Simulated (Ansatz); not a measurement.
We consider tetradymite Sb2Te3, described by PBE-D3(BJ) (Ansatz, a program for electronic structure, PAW).

Run with plane-wave cutoff 500 eV, 12×12×12 k mesh, Fermi–Dirac smearing 0.05 eV, scalar-relativistic PAW data made under PBE.

Computed at the level's own relaxed cell.

Question: Predict the volume per atom, lattice constant a and c axis length.

Answer: 
volume per atom: 31.48 Å³/atom
lattice constant a: 4.274 Å
c axis length: 29.846 Å

The run finds no gap.

Measured, for comparison: lattice constant a 4.264 Å (302 K, no zero-point or thermal correction, our sources range from 4.256 to 4.264; as tabulated in Anderson, Krause, Acta Cryst. B 30, 1307 (1974), by the American Mineralogist …); lattice parameter c 30.458 Å (302 K, no zero-point or thermal correction, our sources range from 30.363 to 30.458; as tabulated in Anderson, Krause, Acta Cryst. B 30, 1307 (1974), by the American Mineralogist …). Computed (rounded) less measured: lattice constant a +0.2 % (+0.2 % to +0.4 % over the range), lattice parameter c -2.0 % (-1.7 % to -2.0 % over the range).

Spin–orbit coupling is not included.

The result took about 11 core-minutes (a rough figure).
